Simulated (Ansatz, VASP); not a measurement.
# Two plane-wave programs on Zr3H

```
Zr H
1.0
     4.02096    0.00000    0.00000
     0.00000    4.02096    0.00000
     0.00000    0.00000    4.02096
Zr H
3 1
Cartesian
  2.0105 2.0105 0.0000
  2.0105 0.0000 2.0105
  0.0000 2.0105 2.0105
  0.0000 0.0000 0.0000
```

Change from the starting cell: species swapped into the Mg3Sn type (Pm-3m, No. 221).

Alike in both runs: task single point; functional PBE; k mesh 4 × 4 × 4; occupations gaussian, width 0.1 eV; no spin polarisation.

|  | VASP | Ansatz |
| --- | --- | --- |
| version | VASP 6.6.1 | Ansatz 0.2.0 |
| potentials or method | VASP PAW PBE potentials, release 64 (Zr_sv, H) | scalar-relativistic, plane waves, PAW |
| plane-wave cutoff (eV) | 520 | 420 |
| valence electrons in the cell | 37 | 37 |

Ansatz gave:

| Quantity | Value |
| --- | --- |
| gap on the k mesh at the Fermi level (eV) | none |
| pressure (GPa) | 16.2 |

**Question.** Which values does VASP return?

**Answer.** gap on the k mesh at the Fermi level (eV): none; pressure (GPa): 16.3.

A gap of «none» marks a metal or a gap that the smearing closes.

Caveats: the k mesh is coarse (spacing up to 0.39 Å⁻¹), so the values aren't converged; so large a pressure means that the cell lies far from this level's equilibrium, or that cutoff or potentials fall short (VASP).
